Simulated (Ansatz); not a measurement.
# SnS2: the cost of one run

Computed with Ansatz 0.2.0 (DFT LDA, scalar-relativistic, unless a step's input says otherwise).

### 1 Starting point

The structure is trigonal, space group P-3m1 (No. 164). The conventional cell has a = 3.598 Å, b = 3.598 Å, c = 5.494 Å, α = 90.00°, β = 90.00°, γ = 120.00°. Around Sn (site symmetry -3m) lie 6 S at 2.53 Å. S (site symmetry 3m) is surrounded by 3 Sn at 2.53 Å.

Coordinates:

```cif
data_structure
_symmetry_space_group_name_H-M 'P 1'
_symmetry_Int_Tables_number 1
_cell_length_a 3.5983
_cell_length_b 3.5983
_cell_length_c 5.4940
_cell_angle_alpha 90.000
_cell_angle_beta 90.000
_cell_angle_gamma 120.000
_cell_volume 61.60
loop_
_atom_site_label
_atom_site_type_symbol
_atom_site_fract_x
_atom_site_fract_y
_atom_site_fract_z
_atom_site_occupancy
Sn1 Sn 0.00000 0.00000 0.00000 1
S1 S 0.66667 0.33333 0.26390 1
S2 S 0.33333 0.66667 0.73610 1
```

Structure: COD 7038081, as refined from experiment and not relaxed.

Atoms are numbered in the order of the input: Sn1, S2, S3.

### 2 Volume × 0.94, LAPW

input.yaml

```yaml
crystal:
  lattice:
    - [3.5248450299, 0.0, 0.0]
    - [-1.7624225149, 3.0526053403, 0.0]
    - [0.0, 0.0, 5.3818460813]
  atoms:
    - { symbol: Sn, position: [0.0, 0.0, 0.0] }
    - { symbol: S, position: [0.6666666667, 0.3333333333, 0.2639] }
    - { symbol: S, position: [0.3333333333, 0.6666666667, 0.7361] }
kpoints:
  mp_grid: { grid: [8, 8, 5] }
  band_path:
    path:
      - [0.0, 0.0, 0.0]
      - [0.5, 0.0, 0.0]
      - [0.3333333333, 0.3333333333, 0.0]
      - [0.0, 0.0, 0.0]
      - [0.0, 0.0, 0.5]
      - [0.5, 0.0, 0.5]
      - [0.3333333333, 0.3333333333, 0.5]
      - [0.0, 0.0, 0.5]
      - [0.5, 0.0, 0.5]
    npoints: 5
scf:
  occupations: { method: fermi_dirac, width: 0.01 }
hamiltonian:
  xc: lda
  pseudopotentials: { kind: all_electron, lapw: { basis_error: 0.001 } }
output:
  forces: true
  stress: true
  eigenvalues: true
```

Launch:

```bash
> ansatz run input.yaml --threads 1 --pin off --max-ram 4096MiB --backend cpu --events-out ev --progress --plain --runs-dir out
```

What time and memory should one allow on 1 thread of Intel Xeon 6975P-C (Granite Rapids), shared host?

About 9.7 s, with a peak of 0.41 GiB.
